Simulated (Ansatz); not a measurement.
MnF2: single point with LDA+U

Crystal: MnF2.

```
CELL_PARAMETERS angstrom
1.58681 0.91615 4.79753
-1.58681 0.91615 4.79753
0.00000 -1.83229 4.79753
ATOMIC_POSITIONS crystal
Mn 0.00000 0.00000 0.00000
F 0.25200 0.25200 0.25200
F 0.74800 0.74800 0.74800
```

The cell was built by a generator and needn't be a form met in nature.

```yaml
Program: Ansatz 0.2.0
Task: single point
Functional: LDA
Potentials_or_basis: Ansatz PAW
Cutoff: "420 eV (not typed: the program's choice for these potentials)"
k_mesh: 7 × 7 × 7
Occupations: gaussian, width 0.05 eV
Spin: collinear spin, ferromagnetic start
Starting_moments: "[4.0, 0.0, 0.0] μB"
Hubbard_terms: Mn d U = 7 eV
Hubbard_projectors: ortho-atomic (the default)
Double_counting: fll (the default)
```

```json
{"Pressure": "-5.4 GPa", "Largest force": "1.212 eV/Å", "Band gap on the k mesh": "3.63 eV, indirect (least direct gap 3.67 eV)", "Net moment": "5.00 μB per cell", "Absolute moment": "5.00 μB per cell", "Site moments": "Mn +4.30; F +0.06 μB"}
```

Forces on the atoms (eV/Å):
```
Mn   0.000  0.000  0.000
F    0.000  0.000  1.212
F    0.000  0.000 -1.212
```

Stress tensor (GPa, compression positive):
```
 -1.79   0.00   0.00
  0.00  -1.79   0.00
  0.00   0.00 -12.56
```

Levels at points of the mesh, in eV from the valence-band top:
Spin up:
```tsv
k point	band 13	band 14	band 15	band 16	band 17	band 18	band 19	band 20	band 21
(0.00, 0.00, 0.00)	-1.76	-1.76	-1.40	-0.05	-0.05	3.63	8.83	12.68	17.12
```
Spin down:
| k point | band 10 | band 11 | band 12 | band 13 | band 14 | band 15 |
| --- | --- | --- | --- | --- | --- | --- |
| (0.00, 0.00, 0.00) | -1.61 | -1.61 | -1.27 | 4.48 | 7.32 | 7.32 |

Eigenvalues of the final occupation matrices:
```csv
site,spin,trace,eigenvalues
site 1,1,4.99,1.00 1.00 1.00 1.00 1.00
site 1,2,0.17,0.02 0.02 0.02 0.06 0.06
```

Run time: 3.2 s on 2 threads of Arm Neoverse V2 (shared host), peak memory 0.36 GiB.

Caveat: the magnetic or orbital state may not be the lowest; odd divisions of the mesh miss points on the zone boundary, where band edges often lie, so the gap on the mesh can be too wide; the pressure holds a Pulay correction of +0.8 GPa for the finite cutoff; a cell with one magnetic atom can't hold antiferromagnetic order, which such compounds often take; the PAW data sets come from PBE, with cores solved anew for the run's functional, which leaves a small shift of forces and pressure; forces of over 1 eV/Å show positions far from the minimum, so gaps and moduli don't describe the material at rest. A k mesh can miss the band edges.
